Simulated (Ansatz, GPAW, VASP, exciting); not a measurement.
BAs: 4 runs at one level of theory

```
CELL_PARAMETERS angstrom
0.00000 2.38850 2.38850
2.38850 0.00000 2.38850
2.38850 2.38850 0.00000
ATOMIC_POSITIONS crystal
As 0.75000 0.75000 0.75000
B 0.00000 0.00000 0.00000
```

Alike in all runs: task single point; functional PBE; k mesh 10 × 10 × 10; occupations gaussian, width 0.011 eV; no spin polarisation; no spin-orbit coupling. Pressure is positive in compression and, in plane waves, holds the error of the finite cutoff.

```tsv
program and potentials	plane-wave cutoff (eV)	notes	band gap (eV)	pressure (GPa)
Ansatz, all-electron LAPW, scalar-relativistic	-	-	1.19	2.73
exciting, all-electron LAPW+lo, shipped species files, valence relativity iora*	-	-	1.19	-
GPAW, GPAW PAW data sets (gpaw-data 1.2.1)	800	-	?	?
VASP, PBE PAW files As, B, 520 eV	520	-	1.18	3.43
```

Problem. Estimate from the other rows what the run with GPAW, GPAW PAW data sets (gpaw-data 1.2.1) gave.

Solution. Band gap 1.18 eV; pressure 3.28 GPa. The other rows, which needn't bracket it: band gap 1.18 to 1.19; pressure 2.73 to 3.43.
